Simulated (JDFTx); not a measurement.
# NaI under changes of volume

One of the cells (33.899 Å³/atom); the others are scaled copies at fixed shape and fractional positions:

```
I Na
1.0
     0.00000    3.23640    3.23640
     3.23640    0.00000    3.23640
     3.23640    3.23640    0.00000
I Na
1 1
Direct
  0.50000 0.50000 0.50000
  0.00000 0.00000 0.00000
```

```yaml
Program: JDFTx 1.7.0 (patched build)
Functional: PBEsol
Potentials_or_basis: PseudoDojo-SR-PBEsol-0.4.1-standard with smoothed tails
Cutoff: 1197 eV
Density_cutoff: 9578 eV
k_mesh: 7 × 7 × 7
Occupations: fermi-dirac, width 0.05 eV
Spin: no spin polarisation
```

```tsv
volume (Å³/atom)	energy over the lowest point (meV/atom)	pressure (GPa)	gap on the mesh (eV)
31.865	1.42	0.5	3.67
32.543	0.00	0.1	3.61
33.221	0.16	-0.2	3.56
33.899	1.72	-0.5	3.51
34.577	4.52	-0.8	3.46
35.255	?	?	?
35.933	13.27	-1.3	3.37
```

Problem. What does the run at 35.255 Å³/atom give?

Solution. Energy over the lowest point 8.41 meV/atom; pressure -1.0 GPa; gap on the mesh 3.41 eV.

Worked out: A Birch-Murnaghan fit of order 3 (a polynomial in V^(-2/3)) to the other rows has its minimum at 32.81 Å³/atom with B0 = V·E''(V) = 17.2 GPa and B' = 4.9. It gives 8.41 meV/atom at 35.255 Å³/atom, against the run's 8.41, and -dE/dV = -1.0 GPa, against -1.0. A straight line through the other rows of the gap, of slope -2.48 eV per unit of ln V (its deformation potential), gives 3.41 eV, against the run's 3.41.

Energies are extrapolated to zero smearing.

Caveats: spin-orbit coupling is left out, which moves the levels of the heavy elements.
